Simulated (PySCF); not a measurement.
The system is C2H2, in a box.

```
CELL_PARAMETERS angstrom
10.00000 0.00000 0.00000
0.00000 13.00000 0.00000
0.00000 0.00000 11.00000
ATOMIC_POSITIONS crystal
C 0.51685 0.45992 0.52131
C 0.48575 0.54332 0.48487
H 0.54452 0.38573 0.55372
H 0.45808 0.61750 0.45246
```

Base run:

```yaml
Program: PySCF 2.14.0
Functional: r2SCANh
Dispersion: D4
Potentials_or_basis: pob-tzvp-rev2 (all-electron)
k_mesh: 1 × 1 × 1
Occupations: fixed
Spin: no spin polarisation
```

Its results: gap between the frontier levels 8.77 eV.

After a change of settings the same cell gave: gap between the frontier levels 9.25 eV. Which change was it?
A. functional from r2SCANh to BP86
B. functional from r2SCANh to TM; dispersion from D4 to none
C. functional from r2SCANh to B3LYP5; dispersion from D4 to D3(OP)

C.

Caveats: this is a molecule in a periodic box at the Γ point, so its band gap is the HOMO-LUMO gap; the basis of atomic orbitals isn't converged, which shifts pressures, moduli and gaps.

Runs at the PBE level aren't shown here.
